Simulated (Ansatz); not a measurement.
# Rhodium, bcc under BLYP: ground state and equation of state, part 2 of 2

The plan for rhodium in the bcc structure: relax it, solve it on a dense k-mesh, then scale the cell to 7 volumes from 88 to 112 % of the relaxed one and try a fit of the equation of state. Spin polarisation is left out. The k-meshes are 15×15×15 for the relaxation; 23×23×23 for the dense run; 16×16×16 for the volumes.

Ansatz 0.2.0; DFT, BLYP, plane waves (420 eV) with PAW, scalar-relativistic. Earlier steps stand in the parts before.

## 4. The cell scaled to 88 % of its volume

This is Rh in the bcc structure; at room conditions it is fcc.

input.yaml reads:

```yaml
crystal:
  lattice:
    - [-1.4993145468, 1.4993145468, 1.4993145468]
    - [1.4993145468, -1.4993145468, 1.4993145468]
    - [1.4993145468, 1.4993145468, -1.4993145468]
  atoms:
    - { symbol: Rh, position: [0.0, 0.0, 0.0] }
hamiltonian:
  xc: blyp
  pseudopotentials:
    kind: paw
    azcp:
      Rh: "pseudopotentials/Rh.paw.azcp"
basis:
  ecutwfc: 420
  fft_grid_basis: typed
kpoints:
  mp_grid: { grid: [16, 16, 16], shift: [0, 0, 0] }
magnetization:
  spin_polarized: false
scf:
  occupations: { method: fermi_dirac, width: 0.1 }
  lower_state_search: "off"
output:
  stress: true
```

The log of the run, shortened:

```text
Warning: RAYON_NUM_THREADS=2 ignored (pool sized by the plan → 2); use --threads N
[...]
Pseudopotentials: kind: paw
Pseudopotential: Rh, paw, valence charge 17, recommended cutoff 420 eV (normal), <dir>
Functional definition: BLYP
[...]
Crystal: 1 atoms, lattice volume = 13.482 Å³
Basis set: ecut = 420 eV, 249 PW (Γ), exchange–correlation on 36×36×36 points (8 copies of the dense FFT grid, shifted against one another)
Bands: 13, of which v1, the nominal top of the filled ones, is band 9 counted from 1 (8 counted from 0)
Symmetry: 48 space group operations
Space group: Im-3m (ITA 229), of the structure as read, at distance tolerance 2.4e-5 Å
k-points: 145 of 4096
[...]
SCF iter   1: F=—  HF=-6416.678750 eV  |F-HF|=—  |Δ(HF+E_count)|=         —  Δρ=1.70e-2  dr2=3.73e-2  ethr=1.77e-3  ⟨swp⟩=5.0  Hψ=10444  notcnv=0
[...]
SCF iter   6: F=-6416.669597 eV  HF=-6416.669597 eV  |F-HF|=1.73e-11  |Δ(HF+E_count)|=   2.71e-9  Δρ=1.34e-6  dr2=4.43e-11  ethr=7.13e-11  ⟨swp⟩=1.9  Hψ=5758  notcnv=0
[...]
SCF converged after 6 iterations
Free energy (F): -6416.669597 eV
[...]
E sigma→0 (E₀):  -6416.634556 eV
Entropy (-TS):   -0.070083 eV (-70.083 meV/atom)
Fermi energy:    23.273601 eV
[...]
--- Stress (GPa, compression-positive) ---
       34.330867      -0.000000      -0.000000
        0.000000      34.330867      -0.000000
        0.000000       0.000000      34.330867
  P = ⅓ Tr σ = 34.3309 GPa (343.309 kbar)
```

It took 0.97 s on 2 threads of an Arm CPU, shared host; peak memory 0.27 GiB.

## 5. The cell scaled to 92 % of its volume

Edit input.yaml of step 4 so:

```diff
@@ -2,5 +2,5 @@
   lattice:
-    - [-1.4993145468, 1.4993145468, 1.4993145468]
-    - [1.4993145468, -1.4993145468, 1.4993145468]
-    - [1.4993145468, 1.4993145468, -1.4993145468]
+    - [-1.5216956755, 1.5216956755, 1.5216956755]
+    - [1.5216956755, -1.5216956755, 1.5216956755]
+    - [1.5216956755, 1.5216956755, -1.5216956755]
   atoms:
@@ -25 +25,5 @@
   stress: true
+  write_density: true
+  write_potential: true
+  elf: true
+  volumetric_format: npy
```

The log of the run, shortened:

```text
Warning: RAYON_NUM_THREADS=2 ignored (pool sized by the plan → 2); use --threads N
[...]
Pseudopotentials: kind: paw
Pseudopotential: Rh, paw, valence charge 17, recommended cutoff 420 eV (normal), <dir>
Functional definition: BLYP
[...]
Crystal: 1 atoms, lattice volume = 14.094 Å³
Basis set: ecut = 420 eV, 249 PW (Γ), exchange–correlation on 36×36×36 points (8 copies of the dense FFT grid, shifted against one another)
Bands: 13, of which v1, the nominal top of the filled ones, is band 9 counted from 1 (8 counted from 0)
Symmetry: 48 space group operations
Space group: Im-3m (ITA 229), of the structure as read, at distance tolerance 2.4e-5 Å
k-points: 145 of 4096
[...]
SCF iter   1: F=—  HF=-6416.780968 eV  |F-HF|=—  |Δ(HF+E_count)|=         —  Δρ=1.63e-2  dr2=3.65e-2  ethr=1.77e-3  ⟨swp⟩=4.9  Hψ=10402  notcnv=0
[...]
SCF iter   6: F=-6416.772302 eV  HF=-6416.772302 eV  |F-HF|=2.00e-11  |Δ(HF+E_count)|=   2.80e-9  Δρ=1.51e-6  dr2=5.81e-11  ethr=8.55e-11  ⟨swp⟩=5.0  Hψ=9739  notcnv=0
[...]
SCF converged after 6 iterations
Free energy (F): -6416.772302 eV
[...]
E sigma→0 (E₀):  -6416.735295 eV
Entropy (-TS):   -0.074014 eV (-74.014 meV/atom)
Fermi energy:    22.012077 eV
[...]
--- Stress (GPa, compression-positive) ---
       19.969530       0.000000       0.000000
        0.000000      19.969530       0.000000
       -0.000000       0.000000      19.969530
  P = ⅓ Tr σ = 19.9695 GPa (199.695 kbar)
--- Band table (eV; the first three rows and the last of 145) ---
  k-point 0: bands = ["-56.4096", "-23.9186", "-23.9186", "-23.9186", "14.6028", "19.1492", "19.1492", "19.1492", "21.5555", "21.5555", "40.5457", "40.5457", "40.5457"]
[...]
```

It took 1.3 s on 2 threads of an Arm CPU, shared host; peak memory 0.28 GiB.

The maps below are laid out on this run's own conventional cell (a, b, c = 3.043, 3.043, 3.043 Å).

Density in a lattice plane of the grid's cell (edges 3.04 and 3.04 Å, at 0.000 of the third edge), which holds Rh.

Ten even steps from '0' (0.21 e/Å³) to '9' (15.20 e/Å³):
```
987542100000000000124578
765432100000000000123456
544321000000000000012344
322110000000000000001122
111000000000000000000011
000000000000000000000000
000000000000000000000000
000000000000000000000000
000000000000000000000000
000000000000000000000000
000000000000000000000000
000000000000000000000000
000000000000000000000000
000000000000000000000000
111000000000000000000011
322110000000000000001122
544321000000000000012344
765432100000000000123456
987542100000000000124578
998642100000000000124689
```
Columns run along the first of these edges and rows up along the second, over one cell in 24 and 20 even steps from the bottom left corner. Atoms in the plane (fractional): Rh at (0.00, 0.00).

ELF in the same plane.

Ten even steps from ' ' (0.20) to '@' (0.78):
```
@@@@@@@@%%##++--..              ..--++##%%@@@@@@
@@@@@@%%##**==::..              ..::==**##%%@@@@
@@@@%%##**==::..                  ..::==**##%%@@
%%####**==::..                      ..::==**####
**++==--::..                          ..::--==++
--::::..                                  ..::::
....                                          ..
                                                
                                                
                                                
                                                
                                                
....                                          ..
--::::..                                  ..::::
**++==--::..                          ..::--==++
%%####**==::..                      ..::==**####
@@@@%%##**==::..                  ..::==**##%%@@
@@@@@@%%##**==::..              ..::==**##%%@@@@
@@@@@@@@%%##++--..              ..--++##%%@@@@@@
@@@@@@@@@@##**--..              ..--**##@@@@@@@@
```
Columns run along the first of these edges and rows up along the second, over one cell in 24 and 20 even steps from the bottom left corner. Atoms in the plane (fractional): Rh at (0.00, 0.00).

Both are smooth fields of the valence electrons: close to the nuclei they are not physical.

## 6. The cell scaled to 96 % of its volume

Edit input.yaml of step 5 so:

```diff
@@ -2,5 +2,5 @@
   lattice:
-    - [-1.5216956755, 1.5216956755, 1.5216956755]
-    - [1.5216956755, -1.5216956755, 1.5216956755]
-    - [1.5216956755, 1.5216956755, -1.5216956755]
+    - [-1.5434371225, 1.5434371225, 1.5434371225]
+    - [1.5434371225, -1.5434371225, 1.5434371225]
+    - [1.5434371225, 1.5434371225, -1.5434371225]
   atoms:
@@ -25,5 +25 @@
   stress: true
-  write_density: true
-  write_potential: true
-  elf: true
-  volumetric_format: npy
```

The log of the run, shortened:

```text
Warning: RAYON_NUM_THREADS=2 ignored (pool sized by the plan → 2); use --threads N
[...]
Pseudopotentials: kind: paw
Pseudopotential: Rh, paw, valence charge 17, recommended cutoff 420 eV (normal), <dir>
Functional definition: BLYP
[...]
Crystal: 1 atoms, lattice volume = 14.707 Å³
Basis set: ecut = 420 eV, 321 PW (Γ), exchange–correlation on 36×36×36 points (8 copies of the dense FFT grid, shifted against one another)
Bands: 13, of which v1, the nominal top of the filled ones, is band 9 counted from 1 (8 counted from 0)
Symmetry: 48 space group operations
Space group: Im-3m (ITA 229), of the structure as read, at distance tolerance 2.5e-5 Å
k-points: 145 of 4096
[...]
SCF iter   1: F=—  HF=-6416.834616 eV  |F-HF|=—  |Δ(HF+E_count)|=         —  Δρ=1.57e-2  dr2=3.62e-2  ethr=1.77e-3  ⟨swp⟩=5.0  Hψ=10403  notcnv=0
[...]
SCF iter   6: F=-6416.826349 eV  HF=-6416.826349 eV  |F-HF|=1.46e-11  |Δ(HF+E_count)|=   3.43e-9  Δρ=2.09e-6  dr2=1.27e-10  ethr=1.15e-10  ⟨swp⟩=2.2  Hψ=6040  notcnv=0
[...]
SCF converged after 6 iterations
Free energy (F): -6416.826349 eV
[...]
E sigma→0 (E₀):  -6416.787363 eV
Entropy (-TS):   -0.077972 eV (-77.972 meV/atom)
Fermi energy:    20.855807 eV
[...]
--- Stress (GPa, compression-positive) ---
        8.753666       0.000000      -0.000000
        0.000000       8.753666       0.000000
       -0.000000       0.000000       8.753666
  P = ⅓ Tr σ = 8.7537 GPa (87.537 kbar)
```

Wall time 1 s (2 threads of an Arm CPU, shared host); peak memory 0.28 GiB.

## 7. The cell scaled to 100 % of its volume

Edit input.yaml of step 6 so:

```diff
@@ -2,5 +2,5 @@
   lattice:
-    - [-1.5434371225, 1.5434371225, 1.5434371225]
-    - [1.5434371225, -1.5434371225, 1.5434371225]
-    - [1.5434371225, 1.5434371225, -1.5434371225]
+    - [-1.5645827244, 1.5645827244, 1.5645827244]
+    - [1.5645827244, -1.5645827244, 1.5645827244]
+    - [1.5645827244, 1.5645827244, -1.5645827244]
   atoms:
@@ -25 +25,5 @@
   stress: true
+  write_density: true
+  write_potential: true
+  elf: true
+  volumetric_format: npy
```

The log of the run, shortened:

```text
Warning: RAYON_NUM_THREADS=2 ignored (pool sized by the plan → 2); use --threads N
[...]
Pseudopotentials: kind: paw
Pseudopotential: Rh, paw, valence charge 17, recommended cutoff 420 eV (normal), <dir>
Functional definition: BLYP
[...]
Crystal: 1 atoms, lattice volume = 15.320 Å³
Basis set: ecut = 420 eV, 321 PW (Γ), exchange–correlation on 40×40×40 points (8 copies of the dense FFT grid, shifted against one another)
Bands: 13, of which v1, the nominal top of the filled ones, is band 9 counted from 1 (8 counted from 0)
Symmetry: 48 space group operations
Space group: Im-3m (ITA 229), of the structure as read, at distance tolerance 2.5e-5 Å
k-points: 145 of 4096
[...]
SCF iter   1: F=—  HF=-6416.850391 eV  |F-HF|=—  |Δ(HF+E_count)|=         —  Δρ=1.54e-2  dr2=3.66e-2  ethr=1.77e-3  ⟨swp⟩=4.9  Hψ=10288  notcnv=0
[...]
SCF iter   6: F=-6416.842401 eV  HF=-6416.842401 eV  |F-HF|=6.82e-11  |Δ(HF+E_count)|=   5.07e-9  Δρ=1.52e-6  dr2=6.96e-11  ethr=1.10e-10  ⟨swp⟩=4.9  Hψ=9493  notcnv=0
[...]
SCF converged after 6 iterations
Free energy (F): -6416.842401 eV
[...]
E sigma→0 (E₀):  -6416.801424 eV
Entropy (-TS):   -0.081953 eV (-81.953 meV/atom)
Fermi energy:    19.792586 eV
[...]
--- Stress (GPa, compression-positive) ---
        0.004797       0.000000       0.000000
        0.000000       0.004797       0.000000
        0.000000      -0.000000       0.004797
  P = ⅓ Tr σ = 0.0048 GPa (0.048 kbar)
--- Band table (eV; the first three rows and the last of 145) ---
  k-point 0: bands = ["-58.4322", "-26.0277", "-26.0277", "-26.0277", "12.9335", "17.2653", "17.2653", "17.2653", "19.3993", "19.3993", "38.1984", "38.1984", "38.1984"]
[...]
```

Wall time 1.3 s (2 threads of an Arm CPU, shared host); peak memory 0.28 GiB.

## 8. The cell scaled to 104 % of its volume

Edit input.yaml of step 7 so:

```diff
@@ -2,5 +2,5 @@
   lattice:
-    - [-1.5645827244, 1.5645827244, 1.5645827244]
-    - [1.5645827244, -1.5645827244, 1.5645827244]
-    - [1.5645827244, 1.5645827244, -1.5645827244]
+    - [-1.5851717003, 1.5851717003, 1.5851717003]
+    - [1.5851717003, -1.5851717003, 1.5851717003]
+    - [1.5851717003, 1.5851717003, -1.5851717003]
   atoms:
@@ -25,5 +25 @@
   stress: true
-  write_density: true
-  write_potential: true
-  elf: true
-  volumetric_format: npy
```

The log of the run, shortened:

```text
Warning: RAYON_NUM_THREADS=2 ignored (pool sized by the plan → 2); use --threads N
[...]
Pseudopotentials: kind: paw
Pseudopotential: Rh, paw, valence charge 17, recommended cutoff 420 eV (normal), <dir>
Functional definition: BLYP
[...]
Crystal: 1 atoms, lattice volume = 15.933 Å³
Basis set: ecut = 420 eV, 321 PW (Γ), exchange–correlation on 40×40×40 points (8 copies of the dense FFT grid, shifted against one another)
Bands: 13, of which v1, the nominal top of the filled ones, is band 9 counted from 1 (8 counted from 0)
Symmetry: 48 space group operations
Space group: Im-3m (ITA 229), of the structure as read, at distance tolerance 2.5e-5 Å
k-points: 145 of 4096
[...]
SCF iter   1: F=—  HF=-6416.836736 eV  |F-HF|=—  |Δ(HF+E_count)|=         —  Δρ=1.51e-2  dr2=3.72e-2  ethr=1.77e-3  ⟨swp⟩=4.9  Hψ=10252  notcnv=0
[...]
SCF iter   6: F=-6416.828852 eV  HF=-6416.828852 eV  |F-HF|=1.47e-10  |Δ(HF+E_count)|=   9.18e-9  Δρ=1.58e-6  dr2=7.20e-11  ethr=8.87e-11  ⟨swp⟩=2.0  Hψ=6216  notcnv=0
[...]
SCF converged after 6 iterations
Free energy (F): -6416.828852 eV
[...]
E sigma→0 (E₀):  -6416.785876 eV
Entropy (-TS):   -0.085953 eV (-85.953 meV/atom)
Fermi energy:    18.812001 eV
[...]
--- Stress (GPa, compression-positive) ---
       -6.801753      -0.000000      -0.000000
       -0.000000      -6.801753       0.000000
       -0.000000      -0.000000      -6.801753
  P = ⅓ Tr σ = -6.8018 GPa (-68.018 kbar)
```

Run time: 1 s. Hardware: 2 threads of an Arm CPU, shared host; peak memory 0.28 GiB.

## 9. The cell scaled to 108 % of its volume

Edit input.yaml of step 8 so:

```diff
@@ -2,5 +2,5 @@
   lattice:
-    - [-1.5851717003, 1.5851717003, 1.5851717003]
-    - [1.5851717003, -1.5851717003, 1.5851717003]
-    - [1.5851717003, 1.5851717003, -1.5851717003]
+    - [-1.6052392952, 1.6052392952, 1.6052392952]
+    - [1.6052392952, -1.6052392952, 1.6052392952]
+    - [1.6052392952, 1.6052392952, -1.6052392952]
   atoms:
```

The log of the run, shortened:

```text
Warning: RAYON_NUM_THREADS=2 ignored (pool sized by the plan → 2); use --threads N
[...]
Pseudopotentials: kind: paw
Pseudopotential: Rh, paw, valence charge 17, recommended cutoff 420 eV (normal), <dir>
Functional definition: BLYP
[...]
Crystal: 1 atoms, lattice volume = 16.545 Å³
Basis set: ecut = 420 eV, 321 PW (Γ), exchange–correlation on 40×40×40 points (8 copies of the dense FFT grid, shifted against one another)
Bands: 13, of which v1, the nominal top of the filled ones, is band 9 counted from 1 (8 counted from 0)
Symmetry: 48 space group operations
Space group: Im-3m (ITA 229), of the structure as read, at distance tolerance 2.5e-5 Å
k-points: 145 of 4096
[...]
SCF iter   1: F=—  HF=-6416.799985 eV  |F-HF|=—  |Δ(HF+E_count)|=         —  Δρ=1.47e-2  dr2=3.77e-2  ethr=1.77e-3  ⟨swp⟩=4.8  Hψ=10077  notcnv=0
[...]
SCF iter   6: F=-6416.792317 eV  HF=-6416.792317 eV  |F-HF|=3.04e-10  |Δ(HF+E_count)|=   8.32e-9  Δρ=2.21e-6  dr2=2.00e-10  ethr=1.58e-10  ⟨swp⟩=2.4  Hψ=6410  notcnv=0
[...]
SCF converged after 6 iterations
Free energy (F): -6416.792317 eV
[...]
E sigma→0 (E₀):  -6416.747335 eV
Entropy (-TS):   -0.089964 eV (-89.964 meV/atom)
Fermi energy:    17.905099 eV
[...]
--- Stress (GPa, compression-positive) ---
      -12.071206      -0.000000       0.000000
        0.000000     -12.071206      -0.000000
        0.000000      -0.000000     -12.071206
  P = ⅓ Tr σ = -12.0712 GPa (-120.712 kbar)
```

Wall time 1 s (2 threads of an Arm CPU, shared host); peak memory 0.28 GiB.

## 10. The cell scaled to 112 % of its volume

Edit input.yaml of step 9 so:

```diff
@@ -2,5 +2,5 @@
   lattice:
-    - [-1.6052392952, 1.6052392952, 1.6052392952]
-    - [1.6052392952, -1.6052392952, 1.6052392952]
-    - [1.6052392952, 1.6052392952, -1.6052392952]
+    - [-1.6248173137, 1.6248173137, 1.6248173137]
+    - [1.6248173137, -1.6248173137, 1.6248173137]
+    - [1.6248173137, 1.6248173137, -1.6248173137]
   atoms:
```

The log of the run, shortened:

```text
Warning: RAYON_NUM_THREADS=2 ignored (pool sized by the plan → 2); use --threads N
[...]
Pseudopotentials: kind: paw
Pseudopotential: Rh, paw, valence charge 17, recommended cutoff 420 eV (normal), <dir>
Functional definition: BLYP
[...]
Crystal: 1 atoms, lattice volume = 17.158 Å³
Basis set: ecut = 420 eV, 321 PW (Γ), exchange–correlation on 40×40×40 points (8 copies of the dense FFT grid, shifted against one another)
Bands: 13, of which v1, the nominal top of the filled ones, is band 9 counted from 1 (8 counted from 0)
Symmetry: 48 space group operations
Space group: Im-3m (ITA 229), of the structure as read, at distance tolerance 2.6e-5 Å
k-points: 145 of 4096
[...]
SCF iter   1: F=—  HF=-6416.745437 eV  |F-HF|=—  |Δ(HF+E_count)|=         —  Δρ=1.43e-2  dr2=3.77e-2  ethr=1.77e-3  ⟨swp⟩=5.0  Hψ=10156  notcnv=0
[...]
SCF iter   6: F=-6416.738053 eV  HF=-6416.738053 eV  |F-HF|=1.99e-10  |Δ(HF+E_count)|=   1.70e-8  Δρ=1.63e-6  dr2=8.50e-11  ethr=1.20e-10  ⟨swp⟩=2.0  Hψ=6189  notcnv=0
[...]
SCF converged after 6 iterations
Free energy (F): -6416.738053 eV
[...]
E sigma→0 (E₀):  -6416.691061 eV
Entropy (-TS):   -0.093984 eV (-93.984 meV/atom)
Fermi energy:    17.064110 eV
[...]
--- Stress (GPa, compression-positive) ---
      -16.121749       0.000000      -0.000000
        0.000000     -16.121749      -0.000000
        0.000000      -0.000000     -16.121749
  P = ⅓ Tr σ = -16.1217 GPa (-161.217 kbar)
```

Wall time 1.1 s (2 threads of an Arm CPU, shared host); peak memory 0.28 GiB.

## 11. Energy and pressure against volume

All volumes keep the relaxed shape and fractional coordinates.

| V (Å³/atom) | E − E₀ (meV/atom) | P from the stress (GPa) | P from the fit (GPa) |
| --- | --- | --- | --- |
| 13.482 | 166.9 | 34.33 | 33.88 |
| 14.094 | 66.2 | 19.97 | 19.44 |
| 14.707 | 14.1 | 8.75 | 8.22 |
| 15.320 | 0.0 | 0.00 | -0.51 |
| 15.933 | 15.6 | -6.80 | -7.31 |
| 16.545 | 54.1 | -12.07 | -12.60 |
| 17.158 | 110.4 | -16.12 | -16.69 |

Fit (Birch-Murnaghan, third order): V₀ = 15.279 Å³/atom, B₀ = 195 GPa, B₀′ = 5.2, largest residual 0.05 meV/atom.

The fit is made to E(σ → 0), while the stress belongs to the free energy F; that is one source of the offset between the two pressures.

## 12. What came out

The summary covers parts 1 to 2.

```
                      quantity                         value
space group (spins left aside)               Im-3m (No. 229)
             conventional cell                   a = 3.129 Å
                        volume                15.320 Å³/atom
             shortest distance                       2.710 Å
               gap on the mesh  none (levels filled in part)
               relative to fcc                 +306 meV/atom
                   V₀, B₀, B₀′  15.279 Å³/atom, 195 GPa, 5.2
```

What this shows: From the guessed start the volume grew by 11.4 % in 8 steps. Against the reference form of rhodium (fcc, computed apart with the same settings) it stands 306 meV/atom higher. Levels at the Fermi energy are filled in part, as in a metal. The fitted modulus is 195 GPa. The symmetry was held, so the structure may be unstable against distortions that break it.
